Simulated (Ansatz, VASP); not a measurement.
Rb in VASP and in Ansatz

File INCAR:

```
ALGO = Normal ; EDIFF = 1E-6
EDIFFG = -0.005 ; ENCUT = 600
GGA = PE ; IBRION = 2
ISIF = 3 ; ISMEAR = 0
LASPH = True ; LCHARG = False
LREAL = False ; LWAVE = False
NELM = 100 ; NSW = 100
PREC = Accurate ; SIGMA = 0.1
```

File KPOINTS:

```
k-points
0
Gamma
  10 10 10
```

File POSCAR:

```
Rb
1.0
   -2.8060000000      2.8060000000      2.8060000000
    2.8060000000     -2.8060000000      2.8060000000
    2.8060000000      2.8060000000     -2.8060000000
Rb
1
Direct
    0.0000000000      0.0000000000      0.0000000000
```

Input for Ansatz:

```yaml
crystal:
  lattice:
    - [-2.806, 2.806, 2.806]
    - [2.806, -2.806, 2.806]
    - [2.806, 2.806, -2.806]
  atoms:
    - { symbol: Rb, position: [0.0, 0.0, 0.0] }
basis:
  ecutwfc: 420
kpoints:
  mp_grid: { grid: [10, 10, 10] }
hamiltonian:
  xc: pbe
scf:
  occupations: { method: gaussian, width: 0.1 }
output:
  forces: true
  stress: true
  eigenvalues: true
  write_density: true
  write_potential: true
  elf: true
  volumetric_format: npy
relax:
  adjacent_minimum: "off"
  f_tol: 0.005
  max_steps: 80
  cell: { stress_tol: 0.05 }
```

Alike in both runs: task relaxation of cell and atoms; functional PBE; k mesh 10 × 10 × 10; occupations gaussian, width 0.1 eV; no spin polarisation.

```csv
,VASP,Ansatz
version,VASP 6.6.1,Ansatz 0.2.0
potentials or method,"VASP PAW PBE potentials, release 64 (Rb_sv)","scalar-relativistic, plane waves, PAW"
plane-wave cutoff (eV),600,420
valence electrons in the cell,9,9
```

```tsv
	VASP	Ansatz	Ansatz less VASP
gap on the k mesh at the Fermi level, each at its own relaxed structure (eV)	none	none	-
relaxed volume (Å³/atom)	91.14	91.17	+0.033
relaxed cell length with the largest relative difference (Å)	4.910	4.911	+0.0006
```

A gap of «none» marks a metal or a gap that the smearing closes.

PBE usually gives volumes a little too large and moduli too small. Zero-point motion and thermal expansion aren't in these numbers.
